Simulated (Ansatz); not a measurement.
# PbS (P-6m2) in Ansatz: equation of state

Aim: energy against volume of PbS in PBE, for its equilibrium volume and stiffness.

Program: Ansatz 0.2.0. These are calculated values, not measurements. Logs are shortened: lines on timing, memory, paths and dates and some standing lists are left out, and cuts for length are marked.

## (1) The structure

Symmetry: P-6m2, No. 187, hexagonal system. Conventional cell: a = 4.090 Å, b = 4.090 Å, c = 3.788 Å, α = 90.00°, β = 90.00°, γ = 120.00°. Pb (site symmetry -6m2) is surrounded by 6 S at 3.03 Å. S (site symmetry -6m2) is surrounded by 6 Pb at 3.03 Å.

Measurements of this composition are mostly on another form, of space group No. 225.

## (2) Equation of state, PBE

Potentials or basis: all-electron LAPW, scalar-relativistic.

This step only gathers the single runs of the series.

What came out:

```
Equilibrium volume                        : 27.45 Å³/atom
Bulk modulus at fixed shape and positions : 50 GPa
Pressure derivative of the bulk modulus   : 3.3
```

Energy against volume, from the lowest point:
```tsv
volume (Å³/atom)	energy (meV/atom)
25.789	17.06
26.338	7.45
26.887	1.87
27.435	0.00
27.984	1.55
28.533	6.22
29.082	13.73
```

Caveat: the cell was scaled at fixed shape and fractional positions, which overstates the stiffness of a crystal with free parameters, most of all of layers and chains. The run has no spin-orbit coupling, so splittings on Pb are missing.
